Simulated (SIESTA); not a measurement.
Here is a SIESTA 5.4.2 calculation.

Contents of run.py:

```python
from ase.spacegroup import crystal
from ase.calculators.siesta import Siesta
from ase.units import Ry, GPa

atoms = crystal(
    ['Ir'],
    basis=[(0.0, 0.5, 0.0)],
    spacegroup=2,  # P-1
    cellpar=[2.67514924, 2.69858558, 2.69971252, 60.52238438, 61.53935365, 60.64327197],
)

fdf = {
    'SCFMustConverge': False,
    'DM.InitSpin': ['  1   0.600    90.00    45.00'],
    'WriteOrbMom': 'true',
    'DFTU.ProjectorGenerationMethod': '1',
    'DFTU.Proj': ['Ir.1 1', 'n=5 2', '6.00 0.00', '0.0'],
    'DFTU.FirstIteration': 'true',
    'OccupationFunction': 'FD',
    'ElectronicTemperature': '0.05 eV',
    'MaxSCFIterations': '200',
    'SCF.Mixer.Method': 'Pulay',
    'SCF.Mixer.Weight': '0.1',
    'SCF.Mixer.History': '10',
    'SCF.DM.Tolerance': '5.0e-05',
    'SCF.H.Tolerance': '1.0e-03 eV',
    'WriteForces': 'true',
    'Charge.Mulliken': 'end',
    'Charge.Hirshfeld': 'end',
    'Charge.Voronoi': 'end',
    'SaveRho': 'true',
    'SaveElectrostaticPotential': 'true',
    'BandLinesScale': 'ReciprocalLatticeVectors',
    'BandLines': ['  1    0.000000   0.000000   0.500000  X', ' 11    0.000000   0.000000   0.000000  \\Gamma', ' 11    0.500000   0.000000   0.000000  Y', '  1    0.500000   0.000000   0.500000  L', ' 13    0.000000   0.000000   0.000000  \\Gamma', ' 11    0.000000   0.500000   0.000000  Z', '  1    0.000000   0.500000   0.500000  N', ' 12    0.000000   0.000000   0.000000  \\Gamma', ' 12    0.500000   0.500000   0.000000  M', '  1    0.500000   0.500000   0.500000  R', ' 11    0.000000   0.000000   0.000000  \\Gamma'],
}
calc = Siesta(
    label="Ir",
    command="siesta < PREFIX.fdf > PREFIX.out",
    pseudo_path="pseudos",
    pseudo_qualifier="",
    xc=('LDA', 'PZ'),
    basis_set="DZP",
    mesh_cutoff=800 * Ry,
    energy_shift=0.01 * Ry,
    kpts=[9, 9, 9],
    spin="spin-orbit",
    fdf_arguments=fdf,
)
atoms.calc = calc

print(f"energy = {atoms.get_potential_energy():.6f} eV")
free = atoms.get_potential_energy(force_consistent=True)
print(f"free energy = {free:.6f} eV")
print("forces (eV/A):")
print(atoms.get_forces(apply_constraint=False).round(6))
print("stress (GPa, Voigt order, tension positive):", (atoms.get_stress() / GPa).round(4))
```

Potentials or basis: PseudoDojo 0.4 standard (PBE files, fully relativistic), DZP (energy shift 0.01 Ry).

Launch:

```bash
$ python run.py
```

(1) What does it give for the pressure?

(2) What does it give for the band gap on the k mesh?

(3) Predict the net moment.

Results:

(1) -35.9 GPa.

(2) none (metal or under the smearing width).

(3) 0.00 μB per cell.

Caveat: semicore shells carry a single zeta, which can move pressures by several GPa and volumes by a few percent; the potentials were made for another functional, which shifts forces and pressure; the cell as given lies far from equilibrium; the valence orbitals were made in a potential fitted to the semicore shell under them, which widens gaps by tenths of an eV or more; the basis of atomic orbitals isn't converged, which shifts pressures, moduli and gaps; the U is typed as a test and isn't derived for this compound.
